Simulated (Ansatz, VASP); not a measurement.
**One calculation of AgCl, two programs**

```xyz
2
Lattice="0.0000 2.7910 2.7910 2.7910 0.0000 2.7910 2.7910 2.7910 0.0000" Properties=species:S:1:pos:R:3 pbc="T T T"
Ag    0.0000    0.0000    0.0000
Cl    2.7910    2.7910    2.7910
```

Change from the starting cell: volume scaled by 1.02, PAW files.

Alike in both runs: task electric field gradients; functional r2SCAN; k mesh 9 × 9 × 9; occupations fermi-dirac, width 0.01 eV; no spin polarisation.

```csv
,VASP,Ansatz
version,VASP 6.6.1,Ansatz 0.2.0
potentials or method,"VASP PAW PBE potentials, release 64 (Ag, Cl)","PAW with Ansatz's default frozen-core files, scalar-relativistic"
plane-wave cutoff (eV),520,500
valence electrons in the cell,18,26
```

|  | VASP | Ansatz | Ansatz less VASP |
| --- | --- | --- | --- |
| gap on the k mesh at the Fermi level (eV) | 1.47 | 1.52 | +0.052 |
| pressure (GPa) | -1.0 | -1.0 | +0.08 |
| Vzz of the field gradient on the site that differs most (V/Å²) | 0.0 | 0.0 | 0.00 |

The two sets of potentials don't hold the same shells in valence. Ansatz warned: «gradients_without_spin_orbit».

Caveats: the PAW data sets were made with another functional, which shifts forces and pressure a little (VASP); an odd mesh through Γ misses points on the zone boundary, where band edges often lie.
